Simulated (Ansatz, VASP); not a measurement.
**Ir: VASP beside Ansatz**

```
Ir
1.0
     2.74635    0.00000    0.00000
    -1.37317    2.37841    0.00000
     0.00000    0.00000    8.89772
Ir
4
Direct
  0.00000 0.00000 0.00000
  0.00000 0.00000 0.50000
  0.33333 0.66667 0.75000
  0.66667 0.33333 0.25000
```

Alike in both runs: task relaxation of cell and atoms; functional PBE; k mesh 21 × 21 × 6; occupations gaussian, width 0.1 eV; no spin polarisation.

|  | VASP | Ansatz |
| --- | --- | --- |
| version | VASP 6.6.1 | Ansatz 0.2.0 |
| potentials or method | VASP PAW PBE potentials, release 64 (Ir) | scalar-relativistic, plane waves, PAW |
| plane-wave cutoff (eV) | 600 | 420 |
| valence electrons in the cell | 36 | 68 |

|  | VASP | Ansatz | Ansatz less VASP |
| --- | --- | --- | --- |
| gap on the k mesh at the Fermi level, each at its own relaxed structure (eV) | none | none | - |
| relaxed volume (Å³/atom) | 14.55 | 14.52 | -0.024 |
| relaxed cell length with the largest relative difference (Å) | 8.943 | 8.937 | -0.0052 |

A gap of «none» marks a metal or a gap that the smearing closes. The two sets of potentials don't hold the same shells in valence.

Caveats: the bands computed are all filled at some k points, so no gap is given. Spin-orbit coupling is left out, which matters for the levels of Ir.
